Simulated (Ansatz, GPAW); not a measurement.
## A script for P (GLLB-SC)

These are simulated results from GPAW 26.7.0, not measurements. The cell began as a database structure and was relaxed with r2SCAN+rVV10 in plane waves (Ansatz 0.2.0). All runs are without spin polarisation.

Space group Pmna (No. 53), orthorhombic; conventional cell a = 3.288 Å, b = 34.870 Å, c = 4.587 Å, 131.50 Å³ an atom. Around P lie 3 P at 2.21–2.25 Å.

GLLB-SC is a model potential. Its fundamental gap is the Kohn-Sham gap plus a derivative discontinuity, which the script evaluates at the band edges among the listed k points. Its total energy isn't variational and serves nothing here.

run.py reads:

```python
import json
from ase import Atoms
from gpaw import GPAW, PW, FermiDirac

atoms = Atoms(['P', 'P', 'P', 'P'],
              cell=[[3.288413, 0.0, 0.0], [0.0, 34.870008, 0.0], [0.0, 0.0, 4.587341]],
              scaled_positions=[[0.0, 0.970035, 0.589739], [0.0, 0.029965, 0.410261], [0.5, 0.029965, 0.089739], [0.5, 0.970035, 0.910261]],
              pbc=True)
calc = GPAW(mode=PW(400), xc='GLLBSC', kpts={'size': (6, 1, 4), 'gamma': True},
            occupations=FermiDirac(0.02), maxiter=100, legacy_gpaw=True, txt='gpaw.txt')
atoms.calc = calc
res = {'energy': atoms.get_potential_energy(force_consistent=True)}
res['electrons'] = calc.get_number_of_electrons()
res['k'] = calc.get_ibz_k_points().tolist()
res['levels'] = [calc.get_eigenvalues(kpt=i).tolist() for i in range(len(res['k']))]
points = [[0.0, 0.0, 0.0], [0.5, 0.0, 0.0], [0.5, 0.5, 0.0], [0.0, 0.5, 0.0], [0.0, 0.0, 0.5], [0.5, 0.0, 0.5], [0.5, 0.5, 0.5], [0.0, 0.5, 0.5], [-0.052083, 0.0, 0.0]]
bands = calc.fixed_density(kpts=points, symmetry='off', nbands=round(res['electrons']) // 2 + 6, convergence={'bands': -2}, txt='bands.txt')
res['points'] = [bands.get_eigenvalues(kpt=i).tolist() for i in range(len(points))]
homo, lumo = bands.get_homo_lumo()
potential = calc.hamiltonian.xc.response.calculate_discontinuity_potential(homo, lumo)
res['discontinuity'] = bands.hamiltonian.xc.response.calculate_discontinuity(potential)
json.dump(res, open('results.json', 'w'))
print('free energy (eV):', round(res['energy'], 5))
```

Command: `python run.py`. It took 84 s on 1 thread of Arm Neoverse V1, with other jobs on the host, peak memory 0.38 GiB.

The log gpaw.txt, trimmed of paths, versions and times, then the last line on the terminal. An iter line gives the energy in eV and the logarithms of the changes of orbitals (plane waves alone) and density (c: converged):

```
___ ___ ___ _ _ _
 |   |   |_  | | | |

 | | | | | . | | | |

 |__ |  _|___|_____|  26.7.0
 |___|_|

Input parameters:
  kpts: {gamma: True,
         size: (6, 1, 4)}
  maxiter: 100
  mode: {ecut: 400.0,
         name: pw}
  occupations: {fixmagmom: False,
                name: fermi-dirac,
                width: 0.02}
  xc: GLLBSC

System changes: positions, numbers, cell, pbc, initial_charges, initial_magmoms

Initialize ...

species:
  P:
    name:    Phosphorus
    Z:       15.0
    valence: 5
    core:    10
    charge:  0.0  # [|e|]
    compensation charges:
      type: gauss
      rc: 0.30  # [Å]
      lmax: 2
    cutoffs:
      filter: 1.69  # [Å]
      core: 1.81  # [Å]
    projectors
    | kind |    occ | energy [eV] | rcut [Å] |

    |------|--------|-------------|----------|

    |   3s |  2.000 |     -16.108 |    0.953 |

    |   3p |  3.000 |      -7.835 |    0.953 |

    |    s |        |      11.103 |    0.953 |

    |    p |        |      19.376 |    0.953 |

    |    d |        |       0.000 |    0.953 |

    Using partial waves for P as LCAO basis

Reference energy: -37145.660166  # eV

Spin-paired calculation

Convergence criteria:
 Maximum [total energy] change in last 3 cyles: 0.0005 eV / valence electron
 Maximum integral of absolute [dens]ity change: 0.0001 electrons / valence electron
 Maximum integral of absolute [eigenst]ate change: 4e-08 eV^2 / valence electron
 Maximum number of scf [iter]ations: 100
 (Square brackets indicate name in SCF output, whereas a 'c' in
 the SCF output indicates the quantity has converged.)

Symmetries present (total): 4

  ( 1  0  0)  ( 1  0  0)  (-1  0  0)  (-1  0  0)
  ( 0  1  0)  ( 0 -1  0)  ( 0  1  0)  ( 0 -1  0)
  ( 0  0  1)  ( 0  0 -1)  ( 0  0  1)  ( 0  0 -1)

24 k-points: 6 x 1 x 4 Monkhorst-Pack grid + [1/12,0.000000,1/8]
12 k-points in the irreducible part of the Brillouin zone
       k-points in crystal coordinates                weights
   0:     0.00000000    0.00000000    0.00000000          1/24
   1:     0.00000000    0.00000000    0.25000000          2/24
   2:     0.00000000    0.00000000    0.50000000          1/24
   3:     0.16666667    0.00000000    0.00000000          2/24
   4:     0.16666667    0.00000000    0.25000000          4/24
   5:     0.16666667    0.00000000    0.50000000          2/24
   6:     0.33333333    0.00000000    0.00000000          2/24
   7:     0.33333333    0.00000000    0.25000000          4/24
   8:     0.33333333    0.00000000    0.50000000          2/24
   9:     0.50000000    0.00000000    0.00000000          1/24
          ...
  11:     0.50000000    0.00000000    0.50000000          1/24

Wave functions: Plane wave expansion
  Cutoff energy: 400.000 eV
  Number of coefficients (min, max): 9458, 9597
  Pulay-stress correction: 0.000000 eV/Ang^3 (de/decut=0.000000)
  Using FFTW library
  ScaLapack parameters: grid=1x1, blocksize=None
  Wavefunction extrapolation:
    Improved wavefunction reuse through dual PAW basis

Occupation numbers: Fermi-Dirac:
  width: 0.0200  # eV

Eigensolver
   Davidson(niter=2)

Densities:
  Coarse grid: 16*162*24 grid
  Fine grid: 32*324*48 grid
  Total Charge: 0.000000

Density mixing:
  Method: separate
  Backend: msr1
  Linear mixing parameter: 0.05
  old densities: 10
  Width of damping distribution: 1.1
  Damping of long wavelength oscillations: 20

Hamiltonian:
  XC and Coulomb potentials evaluated on a 32*324*48 grid
  Using the GLLBSC Exchange-Correlation functional
  External potential:
    NoExternalPotential

XC parameters: GLLBSC functional being used consists of
  -----------------------------------------------------------------------
  | Weight | Module     | Description                                   |

  -----------------------------------------------------------------------
  |  1.000 | SCREENING  | GGA_X_PBE_SOL with 2 nearest neighbor stencil |

  |  1.000 | RESPONSE   | eps=0.0500 eV                                 |

  |  1.000 | XC         | GGA_C_PBE_SOL with 2 nearest neighbor stencil |

  -----------------------------------------------------------------------

Memory estimate:
  Process memory now: 133.23 MiB
  Calculator: 87.94 MiB
    Density: 31.92 MiB
      Arrays: 12.34 MiB
      Localized functions: 10.09 MiB
      Mixer: 9.49 MiB
    Hamiltonian: 8.27 MiB
      Arrays: 8.07 MiB
      XC: 0.00 MiB
      Poisson: 0.00 MiB
      vbar: 0.21 MiB
    Wavefunctions: 47.75 MiB
      Arrays psit_nG: 28.12 MiB
      Eigensolver: 3.11 MiB
      Projections: 0.15 MiB
      Projectors: 12.24 MiB
      PW-descriptor: 4.13 MiB

Total number of cores used: 1

Number of atoms: 4
Number of atomic orbitals: 16
Number of bands in calculation: 16
Number of valence electrons: 20
Bands to converge: occupied

... initialized

Initializing position-dependent things.

Density initialized from atomic densities
Creating initial wave functions:
  16 bands from LCAO basis set

                      .-------.
                     /|  P    |

                    / |       |

                   / P|       |

                  /   |       |

                 /    |       |

                /     .-------.
               /     /       /
              /     /       /
             /     /       /
            /     /       /
           /     /       /
          /     /       /
         /     /       /
        /     /       /
       /     /       /
      /     /       /
     /     /       /
    /     /       /
   /     /       /
  /     /       /
 *     /       /
 |    /       /
 |   /       /
 |P /       /
 | /       /
 |/   P   /
 *-------*
Positions:
   0 P      0.000000   33.825128    2.705334    ( 0.0000,  0.0000,  0.0000)
   1 P      0.000000    1.044880    1.882007    ( 0.0000,  0.0000,  0.0000)
   2 P      1.644206    1.044880    0.411663    ( 0.0000,  0.0000,  0.0000)
   3 P      1.644206   33.825128    4.175678    ( 0.0000,  0.0000,  0.0000)

Unit cell:
           periodic     x           y           z      points  spacing
  1. axis:    yes    3.288413    0.000000    0.000000    16     0.2055
  2. axis:    yes    0.000000   34.870008    0.000000   162     0.2152
  3. axis:    yes    0.000000    0.000000    4.587341    24     0.1911

  Lengths:   3.288413  34.870008   4.587341
  Angles:   90.000000  90.000000  90.000000

Effective grid spacing dv^(1/3) = 0.2037

iter:   1   -22.301265
iter:   2   -23.497766   -0.86  -0.99
iter:   3   -23.132170   -1.85  -0.90
iter:   4   -22.872784   -1.68  -1.10
iter:   5   -22.877017   -2.39  -1.43
iter:   6   -22.844636   -3.04  -1.34
iter:   7   -22.822328   -3.41  -1.40
iter:   8   -22.810200   -3.09  -1.48
iter:   9   -22.819303   -3.16  -1.74
iter:  10   -22.835769   -3.57  -2.21
iter:  11   -22.837248   -4.28  -3.09
iter:  12   -22.838220c  -5.06  -3.48
iter:  13   -22.837336c  -5.49  -3.44
iter:  14   -22.837427c  -5.98  -4.06c
iter:  15   -22.837611c  -6.42  -4.28c
iter:  16   -22.837743c  -6.82  -4.53c
iter:  17   -22.837719c  -7.19  -4.89c
iter:  18   -22.837734c  -7.53c -5.36c

Converged after 18 iterations.

Energy contributions relative to reference atoms: (reference = -37145.660166)

Kinetic:        +55.042316
Potential:      -51.684892
External:        +0.000000
XC:             -26.216829
Entropy (-ST):   -0.000000
Local:           +0.021670
SIC:             +0.000000
--------------------------
Free energy:    -22.837734
Extrapolated:   -22.837734

GLLBSC response reference energy: -4.20939 eV (from HOMO)

Showing only first 2 kpts
 Kpt  Band  Eigenvalues  Occupancy
  0     8     -5.83510    2.00000
  0     9     -4.20944    2.00000
  0    10     -3.03552    0.00000
  0    11     -2.37960    0.00000

  1     8     -5.55529    2.00000
  1     9     -4.87328    2.00000
  1    10     -2.14389    0.00000
  1    11     -1.76037    0.00000

Fermi level: -3.59582

Gap: 1.174 eV
Transition (v -> c):
  (s=0, k=0, n=9, [0.00, 0.00, 0.00]) -> (s=0, k=0, n=10, [0.00, 0.00, 0.00])
No difference between direct/indirect transitions

free energy (eV): -22.83773
```

The gap in the log is over the mesh alone; results.json adds the listed points. GLLB-SC gives a gap of 1.71 eV (1.173 eV Kohn-Sham over the listed points plus 0.534 eV discontinuity). On the same cell, plane-wave PBE (Ansatz, 8×2×6 k points and the special points) gives a gap of 0.87 eV and r2SCAN a gap of 1.05 eV; on shared hosts these took about 26 and 64 core-seconds on the 4-atom cell, against 84 for the script. Semilocal gaps usually lie below measured ones.
